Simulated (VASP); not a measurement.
Wanted: the native input for a VASP 6.6.1 run.

* Task: relaxation of cell and atoms
* Functional: PBE
* Potentials or basis: VASP PAW PBE potentials, release 64 (Mn_pv, Si)
* Cutoff: 600 eV
* k mesh: 8 × 8 × 8
* Occupations: methfessel-paxton, width 0.1 eV
* Spin: no spin polarisation
* Further INCAR settings: ALGO = Normal; EDIFF = 1e-07; IBRION = 2; EDIFFG = -0.005; NSW = 90; ISIF = 3

The structure of MnSi lies in POSCAR:

```
MnSi                                    
1.0
    4.4967376596      0.0000000000     -0.0000000000
    0.0000000000      4.4967376596      0.0000000000
   -0.0000000000      0.0000000000      4.4967376596
  Mn              Si            
     4     4
Direct
     0.1372791007737622    0.1372791007737622    0.1372791007737622
     0.3627208992262378    0.8627208992262378    0.6372791007737622
     0.6372791007737622    0.3627208992262378    0.8627208992262378
     0.8627208992262378    0.6372791007737622    0.3627208992262378
     0.8456240869804139    0.8456240869804139    0.8456240869804139
     0.6543759130195861    0.1543759130195860    0.3456240869804140
     0.3456240869804140    0.6543759130195861    0.1543759130195860
     0.1543759130195860    0.3456240869804140    0.6543759130195861
```

One way to write it, as run:

INCAR

```
SYSTEM = MnSi
PREC = Accurate ; ENCUT = 600
EDIFF = 1E-7 ; ISMEAR = 1
SIGMA = 0.1 ; LREAL = .FALSE.
LASPH = .TRUE. ; NELM = 80
ALGO = Normal ; ISIF = 3
LWAVE = .FALSE. ; LCHARG = .FALSE.
GGA = PE ; IBRION = 2
NSW = 90 ; EDIFFG = -0.005
KPAR = 4
```

KPOINTS

```
Automatic mesh
0
G
  8 8 8
  0 0 0
```

Potentials or basis: VASP PAW PBE potentials, release 64 (Mn_pv, Si).

The run is started by

```bash
$ cat potpaw_PBE.64/Mn_pv/POTCAR potpaw_PBE.64/Si/POTCAR > POTCAR
$ mpirun -np 4 vasp_std > vasp.out
```

Results of the run:

```json
{"Pressure after relaxing": "0.0 GPa", "Largest force after relaxing": "0.003 eV/Å", "Band gap on the k mesh": "none (metal or under the smearing width)"}
```

Caveat: the relaxation stopped at its first step, so nothing moved.

Wall time 32 s on 4 MPI ranks on AMD EPYC 9R45 (Zen 5), with other jobs on the host, peak memory 0.27 GiB a rank.
